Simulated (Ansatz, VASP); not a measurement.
# TaN: VASP beside Ansatz

```xyz
2
Lattice="0.0000 2.1656 2.1656 2.1656 0.0000 2.1656 2.1656 2.1656 0.0000" Properties=species:S:1:pos:R:3 pbc="T T T"
Ta    2.1656    2.1656    2.1656
N     0.0000    0.0000    0.0000
```

Alike in both runs: functional PBEsol; k mesh 16 × 16 × 16; occupations fermi-dirac, width 0.15 eV; no spin polarisation.

Ansatz relaxed the structure, and its values are those at the end. VASP's run is a single point on that final structure, the one shown.

|  | VASP | Ansatz |
| --- | --- | --- |
| version | VASP 6.6.1 | Ansatz 0.2.0 |
| potentials or method | VASP PAW PBE potentials, release 64 (Ta_pv, N) | scalar-relativistic, plane waves, PAW |
| plane-wave cutoff (eV) | 520 | 420 |
| valence electrons in the cell | 16 | 18 |

Ansatz gave:

| Quantity | Value |
| --- | --- |
| gap on the k mesh at the Fermi level (eV) | none |
| pressure (GPa) | 12.0 |

Problem. Estimate VASP's values.

Solution. gap on the k mesh at the Fermi level (eV): none; pressure (GPa): 13.2.

A gap of «none» marks a metal or a gap that the smearing closes. The two sets of potentials don't hold the same shells in valence.

Caveats: the PAW data sets were made with another functional, which shifts forces and pressure a little (VASP). Spin-orbit coupling is left out, which matters for the levels of Ta.
